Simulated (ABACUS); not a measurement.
## Nb: single point with BLYP

Nb:

```
CELL_PARAMETERS angstrom
-1.66395 1.66395 1.66395
1.66395 -1.66395 1.66395
1.66395 1.66395 -1.66395
ATOMIC_POSITIONS crystal
Nb 0.00000 0.00000 0.00000
```

```yaml
Program: ABACUS 3.10.1
Task: single point
Functional: BLYP
Potentials_or_basis: SG15 ONCV 1.2 PBE
Cutoff: 1116 eV
Density_cutoff: 4463 eV
Basis: plane waves
k_mesh: 9 × 9 × 9
Occupations: fermi-dirac, width 0.05 eV
Spin: no spin polarisation
Radial_cutoff_of_the_potentials_pseudo_rcut: 10 bohr
SCF_threshold_on_the_density: 1e-08
Max_SCF_steps: 100
Eigensolver: dav
Mixing: broyden
Mixing_share: 0.7
Symmetry_key: 1
Bands: 17
```

```
Pressure               : 2.7 GPa
Band gap on the k mesh : none (metal or under the smearing width)
```

Levels at points of the mesh, in eV from the Fermi level:
```tsv
k point	band 3	band 4	band 5	band 6	band 7	band 8	band 9	band 10
(0.00, 0.00, 0.00)	-29.87	-29.87	-5.72	0.27	0.27	0.27	3.11	3.11
```

Run time: 3.9 s on 4 MPI ranks on Intel(R) Xeon(R) Platinum 8488C (Sapphire Rapids), with other jobs on the host, peak memory 0.32 GiB a rank.

Caveat: the potentials were made for another functional, which shifts forces and pressure.
